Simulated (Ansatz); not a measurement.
## Sr (bcc)

Computed with Ansatz (plane waves, PAW, 420 eV cutoff): HSE06, scalar-relativistic, no spin polarisation, Γ-centred 6×6×6 mesh, 0.05 eV Gaussian smearing; PAW files: Ansatz's generated set soft_2.

```
Sr
1.0
    -2.44256    2.44256    2.44256
     2.44256   -2.44256    2.44256
     2.44256    2.44256   -2.44256
Sr
1
Cartesian
  0.0000 0.0000 0.0000
```

At room temperature and ambient pressure Sr is fcc.

The volume is at zero pressure for this level.

Path: Γ–H–N–Γ–P–H | P–N, with Γ = (0.000, 0.000, 0.000), H = (0.500, -0.500, 0.500), N = (0.000, 0.000, 0.500), P = (0.250, 0.250, 0.250) in reciprocal vectors of the calculation's cell.

Q: Is it a metal or an insulator, and if it has a gap, where are the band edges on this path?

A: A metal: bands cross the Fermi level.

Bands as a text map, energy in eV from the Fermi level (dashes), each leg drawn with the same width:
```
  4.86 |   *     *      * *  ***  
  4.57 | *     **      * *    ****
  4.29 |* *   *  ** * *           
  4.00 |  *     **** * *  *    ***
  3.71 |     *    *      *        
  3.43 |    *              ** *   
  3.14 | * * * *   * *            
  2.86 |*  *        *   *    *    
  2.57 | **  *     * *            
  2.29 |      *                   
  2.00 |          *        *      
  1.71 |       ****              *
  1.43 |  *           *         * 
  1.14 |                       *  
  0.86 |         *     *      *   
  0.57 |   *              *       
  0.29 |     *          ***  **   
  0.00 |----*****----------**-****
 -0.29 |   *                      
 -0.57 |                       *  
 -0.86 |       *       *        * 
 -1.14 |        *                *
 -1.43 |                          
 -1.71 |                          
 -2.00 |         *                
 -2.29 |  *                       
 -2.57 |              *           
 -2.86 |                          
        Γ   H   N   Γ   P   HP   N
```

For a metal under a hybrid functional this mesh is coarse.
